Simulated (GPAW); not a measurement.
As: band structure with PBEsol

The system is As.

```
As
1.0
     1.88080    1.08588    3.51406
    -1.88080    1.08588    3.51406
     0.00000   -2.17176    3.51406
As
2
Direct
  0.22600 0.22600 0.22600
  0.77400 0.77400 0.77400
```

- Program: GPAW 26.7.0
- Task: band structure
- Functional: PBEsol
- Potentials or basis: PAW data sets generated in the run's folder for this functional
- Cutoff: 600 eV
- Basis: pw
- k mesh: 9 × 9 × 9
- Occupations: fermi-dirac, width 0.05 eV
- Spin: spin-orbit coupling, no magnetisation
- Maxiter: 150
- Band path: GLB1,BZGX,QFP1Z,LP
- Band points: 60
- spin axis theta (degrees): 0
- spin axis phi (degrees): 0
- Soc after scf: second variation

The pressure is 0.5 GPa and the largest force is 0.425 eV/Å. The band gap along the path is none (metal or under the smearing width).

Forces in eV/Å, atoms in the order of the input:
```
As   0.000  0.000  0.425
As   0.000  0.000 -0.425
```

Stress tensor (GPa, compression positive):
```
 0.77  0.00  0.00
 0.00  0.77  0.00
 0.00  0.00 -0.05
```

Levels at the corners of the path, in eV from the Fermi level:
| point | band 7 | band 8 | band 9 | band 10 | band 11 | band 12 | band 13 | band 14 |
| --- | --- | --- | --- | --- | --- | --- | --- | --- |
| Γ | -2.07 | -2.07 | -1.89 | -1.89 | 1.56 | 1.56 | 2.81 | 2.81 |
| L | -2.79 | -2.79 | -0.36 | -0.36 | -0.35 | -0.35 | 0.38 | 0.38 |
| B1 | -5.38 | -5.38 | -1.35 | -1.35 | 1.27 | 1.27 | 5.19 | 5.19 |
| B | -5.38 | -5.38 | -1.35 | -1.35 | 1.27 | 1.27 | 5.19 | 5.19 |
| Z | -1.66 | -1.66 | -0.68 | -0.68 | 0.69 | 0.69 | 0.89 | 0.89 |
| Γ | -2.07 | -2.07 | -1.89 | -1.89 | 1.56 | 1.56 | 2.81 | 2.81 |
| X | -3.60 | -3.60 | -3.46 | -3.46 | 3.17 | 3.17 | 3.41 | 3.41 |
| Q | -3.60 | -3.60 | -3.46 | -3.46 | 3.17 | 3.17 | 3.41 | 3.41 |
| F | -4.26 | -4.26 | -4.06 | -4.06 | 1.37 | 1.37 | 5.49 | 5.49 |
| P1 | -3.77 | -3.77 | -3.00 | -3.00 | 2.13 | 2.13 | 3.90 | 3.90 |
| Z | -1.66 | -1.66 | -0.68 | -0.68 | 0.69 | 0.69 | 0.89 | 0.89 |
| L | -2.79 | -2.79 | -0.36 | -0.36 | -0.35 | -0.35 | 0.38 | 0.38 |
| P | -3.77 | -3.77 | -3.00 | -3.00 | 2.13 | 2.13 | 3.90 | 3.90 |

Run time: 95 s on 1 thread of Intel(R) Xeon(R) Processor @ 2.50GHz (Skylake/Cascade Lake), on a shared host, peak memory 0.28 GiB.

Caveat: spin-orbit coupling was added after a scalar SCF, so levels and gaps hold it while energy, forces, pressure and moments don't; this program's spin-orbit splittings come out too wide for heavy elements.
